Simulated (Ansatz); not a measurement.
## Li started on a F site next to F started in the widest void in rocksalt LiF, 65 atoms, charge 0

All numbers come from Ansatz (PAW, plane waves, no spin–orbit coupling) at the single k point (¼, ¼, ¼) without its symmetry partners. The atoms were relaxed with PBEsol in a fixed cell; other functionals are single points on those atoms unless said otherwise. The valence top and gap of the host come from its small cell on a dense mesh, with the band extrema sought between the mesh points, lined up by the mean potential, PBEsol gap 9.05 eV, r²SCAN gap 10.20 eV.

Cell: a = 8.015 Å, b = 8.015 Å, c = 8.015 Å, α = 90.00°, β = 90.00°, γ = 90.00°.

Nearest atoms after relaxation, from the placed atom (for vacancies from the middle of the vacant sites): F at 1.77 Å, F at 1.84 Å, F at 1.86 Å, F at 1.86 Å, Li at 2.19 Å, Li at 2.20 Å, Li at 2.24 Å, Li at 2.24 Å.

Chemical potentials μ are those of reference phases of the elements at zero temperature by the same functional (the usual solids, diamond for C, grey Sn, and the molecules H2, N2, O2, F2, Cl2, Br2 and S8).

```csv
functional,E(defect) − E(host) − Σ nμ + q·E_VBM (eV),monopole (eV),alignment (eV),formation energy at E_F = VBM (eV),moment (μB),"wall time, shared host"
PBEsol,5.38,0.00,0.00,5.38,1.0,47 s (relaxation)
r²SCAN,5.60,0.00,0.00,5.60,1.0,20 s
```

r²SCAN one-electron levels near the gap (the ten most localised at most), from the host's valence top:

```csv
level (eV),spin,filling,atoms sharing it,element of the atom with most weight
1.20,up,1.00,4.4,F
1.21,down,1.00,4.4,F
6.16,up,1.00,8.9,Li
8.16,down,0.00,10.1,Li
```

All elements are taken at their own reference at once; growth conditions in equilibrium with the host shift these energies, by up to the host's formation enthalpy.

One k point and a cell of this size can leave errors of several tenths of an eV in such numbers.
